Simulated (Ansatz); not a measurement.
## SnTe in Ansatz: the effect of target pressure

Crystal: SnTe.

```
Te Sn
1.0
     0.00000    3.61115    3.61115
     3.61115    0.00000    3.61115
     3.61115    3.61115    0.00000
Te Sn
1 1
Direct
  0.25000 0.25000 0.25000
  0.00000 0.00000 0.00000
```

Measurements of this composition are mostly on another form, of space group No. 225.

Alike in all runs:

```yaml
Program: Ansatz 0.2.0
Task: relaxation of cell and atoms
Functional: PBEsol
Potentials_or_basis: Ansatz PAW
Cutoff: "420 eV (not typed: the program's choice for these potentials)"
k_mesh: 7 × 7 × 7
Occupations: fermi-dirac, width 0.05 eV
Spin: no spin polarisation
```

Each run relaxes the cell or the atoms first.

| target pressure | relaxed volume (Å³/atom) |
| --- | --- |
| 0 GPa | 44.43 |
| 2 GPa | 41.54 |
| 5 GPa | 38.46 |
| 10 GPa | 35.01 |
| 20 GPa | 30.76 |
| 30 GPa | ? |

**Question.** What does the run with target pressure 30 GPa give?

**Answer.** Relaxed volume 28.01 Å³/atom.

Worked out: In Murnaghan's law V^(-B') rises as a straight line in P. The other rows fit best with B' = 3.5, V0 = 44.42 Å³/atom and B0 = 27 GPa, which gives 28.17 Å³/atom at 30 GPa, against the run's 28.01.

Caveats: the plane-wave basis is chosen anew once the cell has moved, so the energies of steps on either side of that aren't comparable; the PAW data sets come from PBE, with cores solved anew for the run's functional, which leaves a small shift of forces and pressure; the volume moved by over 15 % at a fixed basis, so the end points are rough (some runs).
